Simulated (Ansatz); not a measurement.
Crystal: WC.

```xyz
2
Lattice="0.0000 2.1927 2.1927 2.1927 0.0000 2.1927 2.1927 2.1927 0.0000" Properties=species:S:1:pos:R:3 pbc="T T T"
W     0.0000    0.0000    0.0000
C     2.1927    2.1927    2.1927
```

Measurements of this composition are mostly on another form, of space group No. 187.

```yaml
Program: Ansatz 0.2.0
Task: relaxation of cell and atoms
Functional: PBEsol
Potentials_or_basis: Ansatz PAW
Cutoff: "420 eV (not typed: the program's choice for these potentials)"
k_mesh: 10 × 10 × 10
Occupations: fermi-dirac, width 0.05 eV
Spin: no spin polarisation
Hubbard_terms: W d U = 3 eV
```

At the start: volume 10.54 Å³/atom.

How do energy, volume and symmetry change on relaxing?

It ends after 7 steps and the volume is 10.26 Å³/atom (-2.6 %); space group Fm-3m (No. 225, to 0.05 Å).

The path:
| step | energy change (eV) | largest force (eV/Å) | volume (Å³) |
| --- | --- | --- | --- |
| 1 | 0.0000 | 0.0000 | 21.08 |
| 2 | -0.0150 | 0.0000 | 20.27 |
| 3 | -0.0185 | 0.0000 | 20.54 |
| 4 | -0.0185 | 0.0000 | 20.53 |
| 5 | -0.0175 | 0.0000 | 20.53 |
| 6 | -0.0175 | 0.0000 | 20.53 |
| 7 | -0.0175 | 0.0000 | 20.53 |

Final structure:
```xyz
2
Lattice="0.0000 2.1732 2.1732 2.1732 0.0000 2.1732 2.1732 2.1732 0.0000" Properties=species:S:1:pos:R:3 pbc="T T T"
W     0.0000    0.0000    0.0000
C     2.1732    2.1732    2.1732
```

Caveat: the plane-wave basis is chosen anew once the cell has moved, so the energies of steps on either side of that aren't comparable; the pressure holds a Pulay correction of +0.3 GPa for the finite cutoff; U without spin polarisation on a metal has little footing; the PAW data sets come from PBE, with cores solved anew for the run's functional, which leaves a small shift of forces and pressure; the U is typed as a test and isn't derived for this compound.
